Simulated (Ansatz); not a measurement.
Runs of Ansatz 0.2.0 on Ga. Symmetry: C2/c, No. 15, monoclinic system. Conventional cell: a = 2.766 Å, b = 8.053 Å, c = 3.332 Å, α = 90.00°, β = 92.02°, γ = 90.00°. Around Ga (site symmetry 2) lie 8 Ga at 2.69 to 2.92 Å. This isn't the form of Ga at room conditions, which is orthorhombic.

```csv
task,level,cell,cutoff (eV),points for each segment of the path,gap on the mesh (eV),pressure (GPa),largest force (eV/Å)
relaxation of cell and atoms,BLYP,relaxed,420,-,none,0.0,-
band structure,r2SCAN,as given,500,14,none,-1.4,0.22
band structure,RPBE,as given,420,14,none,(a),0.21
band structure,LDA,as given,420,14,none,-4.0,0.18
band structure,PBE,as given,420,14,none,1.6,(b)
```

Alike in all rows: potentials or basis Ansatz PAW; no spin polarisation; k mesh 10 × 10 × 8; smearing fermi-dirac 0.05 eV.

Q: Estimate the missing entries.

A: (a) 3.6; (b) 0.20.

Caveats: the PAW data sets come from PBE, with cores solved anew for the run's functional, which leaves a small shift of forces and pressure (some runs); the plane-wave basis is chosen anew once the cell has moved, so the energies of steps on either side of that aren't comparable (some runs).

A k mesh can miss the band edges, and the runs leave out spin-orbit coupling on Ga.

A gap of «none» marks a metal or a gap under the smearing width.
